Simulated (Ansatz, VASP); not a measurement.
# GaN (GaN (P6_3mc)): VASP beside Ansatz, part 2 of 2

One calculation is typed for both programs; each brings its own data sets. How far apart do they land? The cell is taken from a series of runs on this material, whose earlier steps may have relaxed, scaled, displaced or heated it; both programs get it as it stands.

VASP 6.6.1 and Ansatz 0.2.0.

So far: Starting point; Ansatz: relaxation of cell and atoms, r2SCAN.

**3. VASP: relaxation of cell and atoms, r2SCAN**

Level of this step: r2SCAN; plane waves and PAW (Ga_d, N) (VASP).

The same cell, functional and mesh now go to VASP, with its own data sets.

Lines of VASP's logs that name or quote its potential files are left out, and so is its time.

Contents of INCAR:

```
SYSTEM = GaN
PREC = Accurate
ENCUT = 660
EDIFF = 1E-07
NELM = 120
ISMEAR = 0
SIGMA = 0.01
LREAL = .FALSE.
ALGO = Normal
METAGGA = R2SCAN
LASPH = .TRUE.
NBANDS = 24
LORBIT = 11
LWAVE = .FALSE.
LCHARG = .FALSE.
ISIF = 3
IBRION = 2
NSW = 80
EDIFFG = -0.005
GGA_COMPAT = .FALSE.
NELMIN = 4
EFERMI = MIDGAP
LMIXTAU = .TRUE.
```

Contents of POSCAR:

```
GaN
1.0
    3.1827460000      0.0000000000      0.0000000000
   -1.5913730000      2.7563390000      0.0000000000
    0.0000000000      0.0000000000      5.1856180000
Ga N
2 2
Direct
    0.6666667271      0.3333334543      0.4996904901
    0.3333332729      0.6666665457      0.9996904901
    0.3333332729      0.6666665457      0.3763094389
    0.6666667271      0.3333334543      0.8763094389
```

Contents of KPOINTS:

```
Automatic mesh
0
Gamma
10 10 6
0 0 0
```

The projector-augmented-wave data sets are Ga_d and N (PBE family, release 64).

The run is started by

```console
$ mpirun -np 1 vasp_std
```

Numbers of over 12 decimals in the logs are rounded to 6 here.

The program printed:

```text
[banner, memory and clock lines left out]
running    1 mpi-ranks, on    1 nodes
 distrk:  each k-point on    1 cores,    1 groups
 distr:  one band on    1 cores,    1 groups

 POSCAR found type information on POSCAR GaN
 POSCAR found :  2 types and       4 ions
|                                                                             |
|               ----> ADVICE to this user running VASP <----                  |
|                                                                             |
|     You enforced a specific xc type in the INCAR file but a different       |
|     [... a line on the potential file left out ...]
|     I HOPE YOU KNOW WHAT YOU ARE DOING!                                     |
|                                                                             |

 LDA part: xc-table for (None), standard interpolation
 POSCAR, INCAR and KPOINTS ok, starting setup
 FFT: planning ... GRIDC
 FFT: planning ... GRID_SOFT
 FFT: planning ... GRID
 WAVECAR not read
 entering main loop
       N       E                     dE             d eps       ncg     rms          rms(c)
DAV:   1     0.291800594296E+03    0.29180E+03   -0.21505E+04  2840   0.333E+03
DAV:   2    -0.138042217464E+02   -0.30560E+03   -0.29233E+03  2936   0.608E+02
DAV:   3    -0.523322628650E+02   -0.38528E+02   -0.38181E+02  3256   0.167E+02
DAV:   4    -0.536383140604E+02   -0.13061E+01   -0.13033E+01  3352   0.348E+01
DAV:   5    -0.536657632021E+02   -0.27449E-01   -0.27440E-01  3240   0.445E+00    0.102E+01
DAV:   6    -0.449366592821E+02    0.87291E+01   -0.10096E+01  4600   0.549E+01    0.328E+00
DAV:   7    -0.432433851416E+02    0.16933E+01   -0.17037E+00  2808   0.112E+01    0.232E+00
DAV:   8    -0.460960043097E+02   -0.28526E+01   -0.17960E+00  3776   0.154E+01    0.219E+00
DAV:   9    -0.446835775554E+02    0.14124E+01   -0.66299E-01  3024   0.900E+00    0.587E-01
DAV:  10    -0.438067089326E+02    0.87687E+00   -0.26114E-01  3496   0.544E+00    0.181E-01
DAV:  11    -0.438194833728E+02   -0.12774E-01   -0.23756E-02  2960   0.149E+00    0.287E-01
DAV:  12    -0.438153032642E+02    0.41801E-02   -0.99537E-04  4496   0.444E-01    0.250E-01
DAV:  13    -0.438171742136E+02   -0.18709E-02   -0.45252E-03  4208   0.101E+00    0.192E-01
DAV:  14    -0.438203080289E+02   -0.31338E-02   -0.82433E-03  3984   0.135E+00    0.579E-01
DAV:  15    -0.438211253023E+02   -0.81727E-03   -0.27225E-03  3776   0.102E+00    0.323E-01
DAV:  16    -0.438219460583E+02   -0.82076E-03   -0.16598E-03  4320   0.538E-01    0.119E-01
DAV:  17    -0.438220841081E+02   -0.13805E-03   -0.38287E-04  4136   0.224E-01    0.133E-02
DAV:  18    -0.438220989681E+02   -0.14860E-04   -0.53911E-05  3792   0.793E-02    0.999E-03
DAV:  19    -0.438221038755E+02   -0.49074E-05   -0.73898E-06  3840   0.324E-02    0.115E-02
DAV:  20    -0.438221054786E+02   -0.16031E-05   -0.87072E-06  3600   0.471E-02    0.120E-02
DAV:  21    -0.438221069494E+02   -0.14708E-05   -0.91683E-07  2856   0.937E-03    0.110E-02
DAV:  22    -0.438221063929E+02    0.55651E-06   -0.13774E-06  3240   0.158E-02    0.374E-03
DAV:  23    -0.438221068636E+02   -0.47066E-06   -0.50937E-07  3168   0.704E-03    0.909E-04
DAV:  24    -0.438221068356E+02    0.27925E-07   -0.67844E-08  1672   0.272E-03
   1 F= -.43822107E+02 E0= -.43822107E+02  d E =-.438221E+02
 curvature:   0.00 expect dE= 0.000E+00 dE for cont linesearch  0.000E+00
 trial: gam= 0.00000 g(F)=  0.476E-08 g(S)=  0.339E-02 ort = 0.000E+00 (trialstep = 0.100E+01)
 search vector abs. value=  0.339E-02
 bond charge predicted
       N       E                     dE             d eps       ncg     rms          rms(c)
DAV:   1    -0.438544688996E+02   -0.32362E-01   -0.46433E-01  3160   0.152E+01    0.111E+00
DAV:   2    -0.438301170453E+02    0.24352E-01   -0.54614E-02  3616   0.558E+00    0.545E-01
DAV:   3    -0.438208508815E+02    0.92662E-02   -0.12999E-02  4080   0.290E+00    0.961E-02
DAV:   4    -0.438221457077E+02   -0.12948E-02   -0.25668E-03  2696   0.468E-01    0.942E-02
DAV:   5    -0.438219556917E+02    0.19002E-03   -0.86812E-05  3696   0.936E-02    0.684E-02
DAV:   6    -0.438217744053E+02    0.18129E-03   -0.24078E-04  3144   0.188E-01    0.786E-03
DAV:   7    -0.438218777483E+02   -0.10334E-03   -0.36726E-05  2704   0.549E-02    0.502E-03
DAV:   8    -0.438218870692E+02   -0.93209E-05   -0.19708E-06  4280   0.191E-02    0.200E-03
DAV:   9    -0.438218928056E+02   -0.57364E-05   -0.21989E-06  2720   0.181E-02    0.120E-03
DAV:  10    -0.438218921443E+02    0.66135E-06   -0.33962E-07  2320   0.727E-03    0.250E-04
DAV:  11    -0.438218920094E+02    0.13489E-06   -0.23907E-08  1752   0.262E-03    0.309E-04
DAV:  12    -0.438218923039E+02   -0.29451E-06   -0.13787E-08  1456   0.192E-03    0.902E-05
DAV:  13    -0.438218922049E+02    0.98960E-07   -0.45795E-09  1376   0.886E-04
   2 F= -.43821892E+02 E0= -.43821892E+02  d E =0.214631E-03
 trial-energy change:    0.000215  1 .order    0.000048   -0.003389    0.003485
 step:   0.4569(harm=  0.4930)  dis= 0.00000  next Energy=   -43.822865 (dE=-0.758E-03)
 bond charge predicted
       N       E                     dE             d eps       ncg     rms          rms(c)
DAV:   1    -0.438324298421E+02   -0.10538E-01   -0.13523E-01  3168   0.810E+00    0.605E-01
DAV:   2    -0.438252173713E+02    0.72125E-02   -0.16451E-02  3656   0.305E+00    0.295E-01
DAV:   3    -0.438226525645E+02    0.25648E-02   -0.36519E-03  4120   0.151E+00    0.541E-02
DAV:   4    -0.438229468756E+02   -0.29431E-03   -0.68498E-04  2696   0.246E-01    0.481E-02
DAV:   5    -0.438228856058E+02    0.61270E-04   -0.30562E-05  3624   0.552E-02    0.317E-02
DAV:   6    -0.438228333394E+02    0.52266E-04   -0.59196E-05  3160   0.887E-02    0.493E-03
DAV:   7    -0.438228566431E+02   -0.23304E-04   -0.93365E-06  2704   0.293E-02    0.423E-03
DAV:   8    -0.438228552755E+02    0.13676E-05   -0.39785E-07  3016   0.725E-03    0.201E-03
DAV:   9    -0.438228526707E+02    0.26048E-05   -0.54360E-07  2528   0.918E-03    0.643E-04
DAV:  10    -0.438228534028E+02   -0.73211E-06   -0.99034E-08  1840   0.511E-03    0.565E-05
DAV:  11    -0.438228534597E+02   -0.56914E-07   -0.12150E-08  1384   0.152E-03
   3 F= -.43822853E+02 E0= -.43822853E+02  d E =-.746624E-03
 curvature:  -0.25 expect dE=-0.243E-05 dE for cont linesearch -0.212E-05
 trial: gam=-0.04762 g(F)=  0.111E-05 g(S)=  0.880E-05 ort = 0.171E-03 (trialstep = 0.891E+00)
 search vector abs. value=  0.128E-05
 reached required accuracy - stopping structural energy minimisation
```

Parts of OUTCAR (step 3):

```text
ion  position               nearest neighbor table
   1  0.667  0.333  0.500-   3 1.95   3 1.95   3 1.95   4 1.95
   2  0.333  0.667  1.000-   4 1.95   4 1.95   4 1.95   3 1.95
   3  0.333  0.667  0.376-   1 1.95   1 1.95   1 1.95   2 1.95
   4  0.667  0.333  0.876-   2 1.95   2 1.95   2 1.95   1 1.95

  LATTYP: Found a hexagonal cell.
 ALAT       =     3.1827460000
 C/A-ratio  =     1.6292905560

 Subroutine GETGRP returns: Found 12 space group operations
 (whereof  6 operations were pure point group operations)

The static configuration has the point symmetry C_3v.
 The point group associated with its full space group is C_6v.

 Found     56 irreducible k-points:

   k-points           NKPTS =     56   k-points in BZ     NKDIM =     56   number of bands    NBANDS=     24

   dimension x,y,z NGX =    28 NGY =   28 NGZ =   48
   dimension x,y,z NGXF=    56 NGYF=   56 NGZF=   96

   ENCUT  =  660.0 eV  48.51 Ry    6.96 a.u.   6.67  6.67 10.86*2*pi/ulx,y,z

   NELECT =      36.0000    total number of electrons

 k-points in reciprocal lattice and weights: Automatic mesh
   0.00000000  0.00000000  0.00000000       0.002
   0.10000000 -0.00000000  0.00000000       0.010
   0.20000000 -0.00000000  0.00000000       0.010
   0.30000000  0.00000000  0.00000000       0.010
   0.40000000  0.00000000  0.00000000       0.010
   0.50000000 -0.00000000  0.00000000       0.005
   0.10000000  0.10000000  0.00000000       0.010
   0.20000000  0.10000000  0.00000000       0.020
   0.30000000  0.10000000  0.00000000       0.020
[...]
0.40000000  0.20000000  0.50000000       0.010
   0.30000000  0.30000000  0.50000000       0.010

 average (electrostatic) potential at core
       1 -68.2914       2 -68.2914       3 -64.9499       4 -64.9499

 E-fermi :   6.1987

 k-point     1 :       0.0000    0.0000    0.0000
  band No.  band energies     occupation
    ...
     14       3.9860      2.00000
     15       3.9860      2.00000
     16       5.0060      2.00000
     17       5.0461      2.00000
     18       5.0461      2.00000
     19       7.3514      0.00000
     20       9.8278      0.00000
     21      14.9695      0.00000
     22      15.6064      0.00000
     23      15.6064      0.00000
    ...

 k-point     2 :       0.1000   -0.0000    0.0000
  band No.  band energies     occupation
    ...
     14       3.2670      2.00000
     15       3.7753      2.00000
     16       4.2211      2.00000
     17       4.9054      2.00000
     18       4.9547      2.00000
     19       8.1081      0.00000
     20      10.4384      0.00000
     21      14.6037      0.00000
     22      14.9965      0.00000
     23      15.8748      0.00000
    ...

 k-point     3 :       0.2000   -0.0000    0.0000
  band No.  band energies     occupation
    ...
     14       1.7579      2.00000
     15       2.8314      2.00000
     16       3.2844      2.00000
     17       4.5810      2.00000
     18       4.6985      2.00000
     19       9.2772      0.00000
     20      11.4011      0.00000
     21      13.4524      0.00000
     22      14.4418      0.00000
     23      16.0084      0.00000
    ...

  Total        0.0171707      0.0171707      0.0118151      0.0000000      0.0000000      0.0000000
  in kB        0.6016854      0.6016854      0.4140164      0.0000000      0.0000000      0.0000000
  external PRESSURE =       0.5391291 kB  Pullay stress =       0.0000000 kB

  energy-cutoff  :      660.00
  volume of cell :       45.72
      direct lattice vectors                 reciprocal lattice vectors
     3.188236963  0.000000000  0.000000000     0.313652972  0.181087621  0.000000000
    -1.594118481  2.761094314  0.000000000     0.000000000  0.362175242  0.000000000
     0.000000000  0.000000000  5.193946356     0.000000000  0.000000000  0.192531831

 POSITION                                       TOTAL-FORCE (eV/Angst)
 -----------------------------------------------------------------------------------
      1.59412      0.92037      2.59536        -0.000000      0.000000     -0.002398
      0.00000      1.84073      5.19234         0.000000      0.000000     -0.002398
      0.00000      1.84073      1.95453         0.000000     -0.000000      0.002398
      1.59412      0.92037      4.55151        -0.000000     -0.000000      0.002398
 -----------------------------------------------------------------------------------
    total drift:                                0.000001     -0.000266      0.008847

  FREE ENERGIE OF THE ION-ELECTRON SYSTEM (eV)
  ---------------------------------------------------
  free  energy   TOTEN  =       -43.8228534597 eV

  energy  without entropy=      -43.8228534597  energy(sigma->0) =      -43.82285346

 reached required accuracy - stopping structural energy minimisation

 total charge
# of ion       s       p       d       tot
------------------------------------------
    1        0.754   0.876  10.191  11.821
    2        0.754   0.876  10.191  11.821
    3        1.229   2.540   0.000   3.769
    4        1.229   2.540   0.000   3.769
--------------------------------------------------
tot          3.965   6.832  20.382  31.179

[... 3 further parts left out ...]
```

**4. Differences**

Known differences besides the potentials themselves: VASP keeps PBE cores, Ansatz makes them for the functional; fixed occupations in Ansatz, narrow Gaussian smearing in VASP; the cutoff is 500 eV in Ansatz and 660 eV in VASP; Ansatz adds a Pulay correction to the stress that steers its cell, VASP none. Total energies have different zeros and are not compared.

The two programs side by side:

```csv
quantity,Ansatz,VASP,difference
volume (Å³),45.49,45.72,-0.51 %
"edge a after relaxation, in the typed setting (Å)",3.183,3.188,-0.16 %
"edge c after relaxation, in the typed setting (Å)",5.184,5.194,-0.20 %
```

**5. What came out**

- difference in volume (relaxation of cell and atoms, r2SCAN): -0.51 %

The difference in volume is -0.51 % (relaxation of cell and atoms, r2SCAN), within the 1.2 % picked in this series as the mark of a large difference, as far as the stopping tolerances let one tell. How closely two codes agree says nothing of how well the functional describes the real material.

[Lines on the potential files, build, host, timing and source positions are cut from VASP's logs without a mark.]

[Logs are printed without paths, hosts, clocks, repeated set-up lines and the standing remarks that a program may print on its own settings, such as how far it seeks lower states.]

[Hosts, paths, dates, database ids (printed as entryN), source tags and the programs' standing remarks are cut or masked in the printed files.]
